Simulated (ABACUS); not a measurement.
Set up this calculation in ABACUS 3.10.1, as the native input.

| Quantity | Value |
| --- | --- |
| Task | band structure |
| Functional | WC |
| Potentials or basis | SG15 ONCV 1.2 PBE |
| Cutoff | 816 eV |
| Density cutoff | 3265 eV |
| Basis | plane waves |
| Occupations | fermi-dirac, width 0.05 eV |
| Spin | no spin polarisation |
| Radial cutoff of the potentials (pseudo_rcut) | 10 bohr |
| Threshold of the eigensolver | 1e-07 Ry |
| Density | read from an earlier self-consistent run |
| Path | G-X-W-K-G-L-U-W-L-K, U-X |
| Points for each segment of the path | 10 |
| SCF threshold on the density | 1e-08 |
| Max SCF steps | 100 |
| Eigensolver | dav |
| Mixing | broyden |
| Mixing share | 0.7 |
| Symmetry key | -1 |
| Bands | 16 |

The system is Al.

```
Al
1.0
     0.00000    2.02481    2.02481
     2.02481    0.00000    2.02481
     2.02481    2.02481    0.00000
Al
1
Direct
  0.00000 0.00000 0.00000
```

One way to write it, as run:

INPUT

```
INPUT_PARAMETERS
suffix              Al
calculation         nscf
basis_type          pw
pseudo_dir          ./
symmetry            -1
dft_functional      wc
ecutwfc             60.0
pseudo_rcut         10
nspin               1
nbands              16
ks_solver           dav
smearing_method     fd
smearing_sigma      0.00367493
scf_thr             1e-08
scf_nmax            100
mixing_type         broyden
mixing_beta         0.7
init_chg            file
pw_diag_thr         1e-07
out_band            1
kpar                4
```

STRU

```
ATOMIC_SPECIES
Al 26.9815 Al_ONCV_PBE-1.2.upf

LATTICE_CONSTANT
1.8897261246

LATTICE_VECTORS
0.0000000000 2.0248050000 2.0248050000
2.0248050000 0.0000000000 2.0248050000
2.0248050000 2.0248050000 0.0000000000

ATOMIC_POSITIONS
Direct

Al
0.0
1
0.0000000000 0.0000000000 0.0000000000 1 1 1
```

KPT

```
K_POINTS
12
Line
0.00000000 0.00000000 0.00000000 10 // G
0.50000000 0.00000000 0.50000000 10 // X
0.50000000 0.25000000 0.75000000 10 // W
0.37500000 0.37500000 0.75000000 10 // K
0.00000000 0.00000000 0.00000000 10 // G
0.50000000 0.50000000 0.50000000 10 // L
0.62500000 0.25000000 0.62500000 10 // U
0.50000000 0.25000000 0.75000000 10 // W
0.50000000 0.50000000 0.50000000 10 // L
0.37500000 0.37500000 0.75000000 1 // K
0.62500000 0.25000000 0.62500000 10 // U
0.50000000 0.00000000 0.50000000 1 // X
```

Potentials or basis: SG15 ONCV 1.2 PBE, plane waves.

The run is started by

```console
$ OMP_NUM_THREADS=1 mpirun -np 4 abacus > log
```

It took 2.4 s on 4 MPI ranks on Intel(R) Xeon(R) Platinum 8488C (Sapphire Rapids), with other jobs on the host, peak memory 0.36 GiB a rank.
